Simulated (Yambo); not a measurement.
# SnTe (Fm-3m) in Yambo: a series of runs

One crystal, SnTe, is run at these levels: PBE; tasks: optical spectrum by the Bethe-Salpeter equation, G0W0 quasiparticle levels, optical spectrum.

Everything below comes from runs of Yambo 5.3.0. Logs are shortened: lines on timing, memory, paths and dates and some standing lists are left out, and cuts for length are marked.

## (1) Starting point

Symmetry: Fm-3m, No. 225, cubic system. Conventional cell: a = 6.302 Å, b = 6.302 Å, c = 6.302 Å, α = 90.00°, β = 90.00°, γ = 90.00°. Te (site symmetry m-3m) has 6 Sn at 3.15 Å as nearest neighbours. Sn (site symmetry m-3m) has 6 Te at 3.15 Å as nearest neighbours.

## (2) Optical spectrum by the Bethe-Salpeter equation, PBE (cell squeezed)

File bse2.in:

```
optics
bse
bss
rim_cut
em1s
RandQpts= 1000000
RandGvec= 50 RL
Chimod= "HARTREE"
% BndsRnXs
 1 | 40 |
%
NGsBlkXs= 5 Ry
% LongDrXs
 1 | 0 | 0 |
%
BSKmod= "SEX"
BSEmod= "retarded"
BSSmod= "d"
% BSEQptR
 1 | 1 |
%
% BSEBands
 14 | 17 |
%
BSENGexx= 20 Ry
BSENGBlk= 5 Ry
% BEnRange
 0 | 20 | eV
%
% BDmRange
 0.1 | 0.1 | eV
%
BEnSteps= 200
% BLongDir
 1 | 0 | 0 |
%
BSEprop= "abs"
WRbsWF
% KfnQP_E
 -0.1 | 1.0 | 1.0 |
%
```

File scf.in:

```
&CONTROL
  calculation = 'scf'
  prefix = 'pwscf'
  outdir = './tmp'
  pseudo_dir = './pseudo'
/
&SYSTEM
  ibrav = 0
  nat = 2
  ntyp = 2
  ecutwfc = 80
  nbnd = 22
  occupations = 'smearing'
  smearing = 'fd'
  degauss = 0.00367493
  force_symmorphic = .true.
/
&ELECTRONS
  conv_thr = 4d-10
  electron_maxstep = 120
  mixing_beta = 0.5
/
ATOMIC_SPECIES
Te   127.6000 Te.upf
Sn   118.7100 Sn.upf
CELL_PARAMETERS angstrom
   0.0000000000    3.1082657258    3.1082657258
   3.1082657258    0.0000000000    3.1082657258
   3.1082657258    3.1082657258    0.0000000000
ATOMIC_POSITIONS crystal
Te     0.5000000000    0.5000000000    0.5000000000
Sn     0.0000000000    0.0000000000    0.0000000000
K_POINTS automatic
8 8 8 0 0 0
```

File nscf.in:

```
&CONTROL
  calculation = 'nscf'
  prefix = 'pwscf'
  outdir = './tmp'
  pseudo_dir = './pseudo'
/
&SYSTEM
  ibrav = 0
  nat = 2
  ntyp = 2
  ecutwfc = 80
  nbnd = 115
  occupations = 'fixed'
  force_symmorphic = .true.
/
&ELECTRONS
  conv_thr = 1d-08
  diago_full_acc = .true.
  diago_thr_init = 1d-06
/
ATOMIC_SPECIES
Te   127.6000 Te.upf
Sn   118.7100 Sn.upf
CELL_PARAMETERS angstrom
   0.0000000000    3.1082657258    3.1082657258
   3.1082657258    0.0000000000    3.1082657258
   3.1082657258    3.1082657258    0.0000000000
ATOMIC_POSITIONS crystal
Te     0.5000000000    0.5000000000    0.5000000000
Sn     0.0000000000    0.0000000000    0.0000000000
K_POINTS automatic
4 4 4 0 0 0
```

Potentials or basis: PseudoDojo 0.4.1 SR PBE standard.

The run is started by

```bash
> OMP_NUM_THREADS=1 pw.x -in scf.in > scf.out
> OMP_NUM_THREADS=1 pw.x -in nscf.in > nscf.out
> cd tmp/pwscf.save; p2y; mv SAVE ../..; cd ../..
> OMP_NUM_THREADS=1 yambo
> mkdir -p bse2; ln -s $PWD/g0w00/ndb.RIM bse2/
> OMP_NUM_THREADS=1 yambo -F bse2.in -J bse2 -C bse2_out
> OMP_NUM_THREADS=1 ypp -J bse2 -C bse2_out -e s -b 1
```

Yambo's report:

```text
[... sections 02.01 to 02.04 as in the set-up run ...]

  [02.05] Energies & Occupations
  ==============================

  [X] === General ===
  [X] Electronic Temperature                        :  0.000000  0.000000 [eV K]
  [X] Bosonic    Temperature                        :  0.000000  0.000000 [eV K]
  [X] Finite Temperature mode                       : no
  [X] El. density                                   :  0.49950E+24 [cm-3]
  [X] Fermi Level                                   :  10.59703 [eV]

  [X] === Gaps and Widths ===
  [X] Conduction Band Min                           :  0.225240 [eV]
  [X] Valence Band Max                              :  0.000000 [eV]
  [X] Filled Bands                                  :  15
  [X] Empty Bands                                   :   16  115
  [X] Direct Gap                                    :  0.225240 [eV]
  [X] Direct Gap localized at k                     :  3
  [X] Indirect Gap                                  :  0.225240 [eV]
  [X] Indirect Gap between kpts                     :  3  3
  [X] Last valence band width                       :  3.930312 [eV]
  [X] 1st conduction band width                     :  3.258653 [eV]

 [03] Transferred momenta grid and indexing
 ==========================================

 [BZ sampling] Q-grid is User defined and/or read from the database

 IBZ Q-points                                      :   8
 BZ  Q-points                                      :   64

 K/Q-points units:
 rlu = crystal or reduced units; cc = cartesian coordinates; iku = interal k-units

 Q [1]          [rlu]:  0.000000  0.000000  0.000000
 Q [2]          [rlu]:  0.62738E-17  0.62738E-17  0.25000
 Q [3]          [rlu]: -0.12548E-16 -0.12548E-16 -0.50000
 Q [4]          [rlu]: -0.12252E-17  0.25000      0.25000
 Q [5]          [rlu]: -0.96041E-18  0.25000      0.50000
 Q [6]          [rlu]: -0.12548E-16  0.25000     -0.25000
 Q [7]          [rlu]:  0.24504E-17 -0.50000     -0.50000
 Q [8]          [rlu]:  0.250000 -0.500000 -0.250000

  [03.01] X + BSE indexes
  =======================

   [03.01.01] Sigma indexes
   ========================

   [WR./SAVE//ndb.kindx]-----------------------------------------------------------
    Fragmentation                                    : no
    Polarization last K ( bz)                        :   64
    Polarization last K (ibz)                        :   8
    QP states                                        :   1   8
    X grid is uniform                                : yes
    Grids (string)                                   :  X B S
    Grids (int-vector)                               :  1  1  0  1

 [04] Coloumb potential Random Integration (RIM)
 ===============================================

 Summary of Coulomb integrals for non-metallic bands |Q|[au] RIM/Bare

 Q [1] 0.100000E-4 0.997530 * Q [2] 0.231597 1.068455
 Q [4] 0.267426 1.067204 * Q [6] 0.378197 1.029949
 Q [5] 0.443475 1.022734 * Q [3] 0.463195 1.020719
 Q [7] 0.534851 1.017560 * Q [8] 0.597982 1.014341

 [WARNING] [BS] User bands 14-17 break level degeneracy

 [05] External/Internal QP corrections
 =====================================

 [QP_apply] Action to be applied: USER defined scissor

  [05.01]  QP corrections report
  ==============================

  [K+QP] === General ===
  [K+QP] Electronic Temperature                     :  0.000000  0.000000 [eV K]
  [K+QP] Bosonic    Temperature                     :  0.000000  0.000000 [eV K]
  [K+QP] Finite Temperature mode                    : no
  [K+QP] El. density                                :  0.49950E+24 [cm-3]
  [K+QP] Fermi Level                                :  0.000000 [eV]

  [K+QP] === Gaps and Widths ===
  [K+QP] Conduction Band Min                        :  0.125240 [eV]
  [K+QP] Valence Band Max                           :  0.000000 [eV]
  [K+QP] Filled Bands                               :  15
  [K+QP] Empty Bands                                :   16  115
  [K+QP] Direct Gap                                 :  0.125240 [eV]
  [K+QP] Direct Gap localized at k                  :  3
  [K+QP] Indirect Gap                               :  0.125240 [eV]
  [K+QP] Indirect Gap between kpts                  :  3  3
  [K+QP] Last valence band width                    :  3.930312 [eV]
  [K+QP] 1st conduction band width                  :  3.258653 [eV]

[... 95 lines left out ...]
  Field direction                                  :  0.100000E-4   0.00000      0.00000
  BZ energy Double Grid                            : no
  BZ energy DbGd points                            : 0
  BZ Q point size factor                           : -1.000000
  X Optical Averaged directions                    : none
 [X-CG] R(p) Tot o/o(of R):   1701  24000    100
 [WR./bse2//ndb.em1s_fragment_1]-------------------------------------------------
  Current Q-pt index                               :  1
  X energy range                                   :  0.000000  0.000000 eV
  X damping range                                  :  0.001000  0.001000 eV
  Number of frequencies                            :  1
 [X-CG] R(p) Tot o/o(of R):   3615  24000    100
 [WR./bse2//ndb.em1s_fragment_2]-------------------------------------------------
  Current Q-pt index                               :  2
  X energy range                                   :  0.000000  0.000000 eV
  X damping range                                  :  0.001000  0.001000 eV
  Number of frequencies                            :  1
 [X-CG] R(p) Tot o/o(of R):   2486  24000    100
 [X-CG] R(p) Tot o/o(of R):   3353  24000    100
 [X-CG] R(p) Tot o/o(of R):   4326  24000    100
 [X-CG] R(p) Tot o/o(of R):   3441  24000    100
 [X-CG] R(p) Tot o/o(of R):   2489  24000    100
 [X-CG] R(p) Tot o/o(of R):   3221  24000    100

 [08] Bethe Salpeter Equation driver
 ===================================

  [08.01] Bethe Salpeter Equation @q1
  ===================================

   [08.01.01] Transition pre-analysis @q1
   ======================================

   [08.01.02] Transition Groups build-up @q1
   =========================================

   [BSK] Transition groups (total):   8
   [BSK] Size (resonant):  256
   [BSK]         (total):  256
   [BSK] N. of matrices :  1

   [08.01.03] Loading Dipoles @q1
   ==============================

   [08.01.04] Independent Particles properties @q1
   ===============================================

   [08.01.05] BSE Kernel @q1 (Resonant CORRRELATION EXCHANGE)
   ==========================================================

   [BSE] Exchange components :   645
   [BSE] Correlation components :    89   387

    [08.01.05.01] Screened interaction header I/O
    =============================================

    [08.01.05.02] Main kernel loop
    ==============================

    [WR./bse2//ndb.BS_Q1_CPU_0]-----------------------------------------------------
     Brillouin Zone Q/K grids (IBZ/BZ)                :    8   64    8   64
     RL vectors                                       :   5961 [WF]
     Coulomb cutoff potential                         : none
     Parallel CPUs
     Parallel Roles
     Fragmentation                                    : no
     BS kernel          wavefunctions                 : Perdew, Burke & Ernzerhof(X)+Perdew, Burke & Ernzerhof(C)
     Static diel. fun.  energies                      : Perdew, Burke & Ernzerhof(X)+Perdew, Burke & Ernzerhof(C)
     wavefunctions                                    : Perdew, Burke & Ernzerhof(X)+Perdew, Burke & Ernzerhof(C)
     [K] Identifier                                   :  1021
     [K] Dimension                                    :  256
     [K] Bands                                        :  14  17
     [K] Exchange                                     : yes [res]
     [K] Correlation                                  : yes [res]
     [K] Kernel`s coupling                            : no
     [K] Exchange                                     : no [cpl]
     [K] Correlation                                  : no [cpl]
     [K] W interaction is bare                        : no
     [K] ALDA kernel in R-space                       : no
     [K] RL vectors                                   :   645 [exchange]
     [K] RL vectors                                   :   89 [correlation]
     [K] E/h energy range                             : -1.000000 -1.000000 [eV]
     [K] Coupling range                               :  100.0000  100.0000 [o/o]
     [W] Interaction is diagonal                      : no
     [W] Matrix size                                  :   89
     [W] Bands                                        :    1   40
     [W] e/h energy range                             : -1.000000 -1.000000 [eV]
     [W] Poles                                        :  100.0000 [o/o]
     [W] RL vectors in the sum                        :   5961
     [W] [r,Vnl] included                             : yes
     [W] Field direction                              :  0.100000E-4   0.00000      0.00000
     [W] Coulomb Cutoff                               : none
     [W] Hxc Kernel                                   : HARTREE
     [RIM] RL components                              :   51 [col]
     [RIM] Random points                              :  1000000 [col]
     [SOC] Perturbative SOC                           : no
     [K] Kernel long-range exchange                   : BAR

    [08.01.05.03] Wave-Function Phases
    ==================================

    [BSE] WF phases found       :  49.08854 [o/o]

   [08.01.06] BSE solver(s) @q1
   ============================

   [08.01.07] Diago Solver @q1
   ===========================

   [WR./bse2//ndb.BS_diago_Q1]-----------------------------------------------------
    BS kernel          energies                      : Perdew, Burke & Ernzerhof(X)+Perdew, Burke & Ernzerhof(C)+ user defined corrections @E
    [K] Identifier                                   :  1021
    [K] Dimension                                    :  256
    [K] Bands                                        :  14  17
    [K] Exchange                                     : yes [res]
    [K] Correlation                                  : yes [res]
    [K] Kernel`s coupling                            : no
    [K] Exchange                                     : no [cpl]
    [K] Correlation                                  : no [cpl]
    [K] W interaction is bare                        : no
    [K] ALDA kernel in R-space                       : no
    [K] RL vectors                                   :   645 [exchange]
    [K] RL vectors                                   :   89 [correlation]
    [K] E/h energy range                             : -1.000000 -1.000000 [eV]
    [K] Coupling range                               :  100.0000  100.0000 [o/o]
    [W] Interaction is diagonal                      : no
    [W] Matrix size                                  :   89
    [W] Bands                                        :    1   40
    [W] e/h energy range                             : -1.000000 -1.000000 [eV]
    [W] Poles                                        :  100.0000 [o/o]
    [W] RL vectors in the sum                        :   5961
    [W] [r,Vnl] included                             : yes
    [W] Field direction                              :  0.100000E-4   0.00000      0.00000
    [W] Coulomb Cutoff                               : none
    [W] Hxc Kernel                                   : HARTREE
    [RIM] RL components                              :   51 [col]
    [RIM] Random points                              :  1000000 [col]
    [SOC] Perturbative SOC                           : no
    [K] Kernel long-range exchange                   : BAR
    [BSS] Eigenstates included                       : yes
    [BSS] Field direction                            :  0.100000E-4   0.00000      0.00000
    [BSS] Eigenstates computed                       :  256
    [BSS] Number of BSE matrices                     :  1
```

Wall time 98 s (1 thread of Intel Xeon Platinum 8488C (Sapphire Rapids), shared host); peak memory 0.33 GiB.

Results:

| Item | Value |
| --- | --- |
| Band gap on the k mesh, mean-field level | 0.23 eV, direct |
| Lowest exciton energy | 0.13 eV |
| Lowest bright exciton energy | 0.14 eV |

Dielectric function (along the field direction of the input):
```tsv
energy (eV)	real part	imaginary part
0.30	-20.34	41.89
0.80	18.16	3.81
1.31	45.90	14.72
1.81	-16.44	45.75
2.31	-12.81	10.26
2.81	-2.14	4.72
3.32	-8.43	10.21
3.82	-6.61	2.04
4.32	-3.84	1.11
4.82	-0.96	0.59
5.33	-0.52	2.30
5.83	1.59	8.98
6.33	-3.90	0.76
6.83	-2.06	0.21
7.34	-1.32	0.11
7.84	-0.87	0.07
8.34	-0.56	0.05
8.84	-0.32	0.04
9.35	-0.10	0.06
9.85	-0.16	0.08
10.35	0.03	0.03
10.85	0.14	0.02
11.36	0.23	0.02
11.86	0.30	0.01
12.36	0.36	0.01
12.86	0.42	0.01
13.37	0.47	0.01
13.87	0.51	0.01
14.37	0.54	0.01
14.87	0.57	0.01
15.38	0.60	0.01
15.88	0.63	0.00
16.38	0.65	0.00
16.88	0.67	0.00
17.39	0.69	0.00
17.89	0.71	0.00
18.39	0.73	0.00
18.89	0.74	0.00
19.40	0.76	0.00
20.00	0.77	0.00
```

Lowest exciton energies (eV): 0.13, 0.14, 0.14, 0.14, 0.21, 0.21, 0.22, 0.23

Excitons:
```
energy (eV)  strength (relative to the strongest)
      0.131                               9.3e-13
      0.145                               1.3e-07
      0.145                                     1
      0.145                               0.00041
      0.212                               1.9e-10
      0.214                               1.6e-09
      0.217                               2.8e-05
      0.227                               8.7e-11
      1.558                                 0.029
      1.558                                  0.53
      1.559                               2.5e-08
      1.564                               6.3e-08
```

Caveat: the k mesh is coarse (spacing up to 0.44 Å⁻¹), so the values aren't converged; the scissor is the correction of the direct gap in an earlier G0W0 run on the same states; exciton energies and binding change strongly with the k mesh and aren't converged on this one; spectra need much finer meshes, so this one isn't converged; spin-orbit coupling is left out, which moves the levels of the heavy elements. A k mesh can miss the band edges.

[end of part 1 of 3]
